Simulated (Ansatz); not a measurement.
Start from SrF2 in the fluorite structure (space group Fm-3m, No. 225; a = 5.857 Å). Axes: x, y, z lie along the cube axes.

Computed with PBE (Ansatz, a program for electronic structure; PAW; 420 eV plane waves; no spin-orbit coupling).

Free-standing slabs (3 atom(s) a layer) normal to [111] with 15 Å of vacuum; in-plane cell held at bulk.

One change was made to it. Results:

| quantity | base | after |
|---|---|---|
| band gap | 6.78 eV | 6.33 eV |
| shortest interatomic distance | 2.536 Å | 2.509 Å |
| smallest direct gap | 6.89 eV | 6.43 eV |

**Question.** Name the change that was made.
(A) 2 layers
(B) 4 layers
(C) 1 layer

**Answer.** B, 4 layers. For comparison, the band gap in the other runs: 2 layers gives 6.23 eV; 1 layer gives 5.89 eV.

Stability against distortions was not tested.
